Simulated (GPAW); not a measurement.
Wanted: an ASE script for a GPAW 26.7.0 run.

```
Task                : single point
Functional          : PBE
Potentials or basis : GPAW PAW data sets (gpaw-data 1.2.1)
Cutoff              : 600 eV
Basis               : pw
k mesh              : 12 × 12 × 12
Occupations         : gaussian, width 0.021 eV
Spin                : no spin polarisation
Maxiter             : 150
```

The structure of Pd lies in POSCAR:

```
Pd
1.0
    0.0000000000      1.9465000000      1.9465000000
    1.9465000000      0.0000000000      1.9465000000
    1.9465000000      1.9465000000      0.0000000000
Pd
1
Direct
    0.0000000000      0.0000000000      0.0000000000
```

The input as run:

run.py

```python
from ase.dft.bandgap import bandgap
from ase.io import read, write
from ase.units import GPa
from gpaw import GPAW, PW

atoms = read('POSCAR')

calc = GPAW(mode=PW(600),
            xc='PBE',
            kpts={'size': (12, 12, 12), 'gamma': True},
            occupations={'name': 'methfessel-paxton', 'order': 0, 'width': 0.020999999999999998},
            nbands=17,
            convergence={'density': 1e-05, 'energy': 1e-05},
            maxiter=150,
            txt='gpaw.txt')
atoms.calc = calc
energy = atoms.get_potential_energy()
forces = atoms.get_forces()
stress = atoms.get_stress()
calc.write('gs.gpw')
write('result.traj', atoms)
print(f'Energy: {energy:.6f} eV')
print('Forces (eV/A):')
print(forces.round(4))
print('Stress (GPa):', (stress / GPa).round(3))
print('Fermi level:', round(calc.get_fermi_level(), 4), 'eV')
print(f'Gap: {bandgap(calc)[0]:.4f} eV, direct: {bandgap(calc, direct=True)[0]:.4f} eV')
```

Potentials or basis: GPAW PAW data sets (gpaw-data 1.2.1), pw.

Command:

```console
$ OMP_NUM_THREADS=1 python run.py
```

It gave:

```json
{
  "Pressure": "6.9 GPa",
  "Band gap on the k mesh": "none (metal or under the smearing width)"
}
```

Run time: 11 s on 1 thread of Arm Neoverse V1 (shared host), peak memory 0.14 GiB.
